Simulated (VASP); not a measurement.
# Li: single point with PBE

The system is Li.

```
CELL_PARAMETERS angstrom
0.00000 2.23098 2.23098
2.23098 0.00000 2.23098
2.23098 2.23098 0.00000
ATOMIC_POSITIONS crystal
Li 0.00000 0.00000 0.00000
```

This isn't the form of Li at room conditions, which is bcc.

The cell isn't the ideal one: volume scaled by 1.04.

| Quantity | Value |
| --- | --- |
| Program | VASP 6.6.1 |
| Task | single point |
| Functional | PBE |
| Potentials or basis | VASP PAW PBE potentials, release 64 (Li_sv) |
| Cutoff | 520 eV |
| k mesh | 10 × 10 × 10 |
| Occupations | fermi-dirac, width 0.05 eV |
| Spin | no spin polarisation |

```
Band gap on the k mesh : none (metal or under the smearing width)
```

Levels at points of the mesh, in eV from the Fermi level:
```
           k point  band 1  band 2  band 3  band 4  band 5  band 6  band 7
(0.00, 0.00, 0.00)  -46.62   -3.38   13.51   13.51   13.51   17.26   17.26
(0.50, 0.00, 0.00)  -46.61    0.08    2.70   11.90   11.90   15.71   15.71
(0.50, 0.50, 0.00)  -46.61    1.53    4.45    7.99    7.99   10.12   14.26
```

Wall time 3 s on 1 thread of Intel(R) Xeon(R) Platinum 8488C (Sapphire Rapids), on a shared host, peak memory 0.12 GiB.
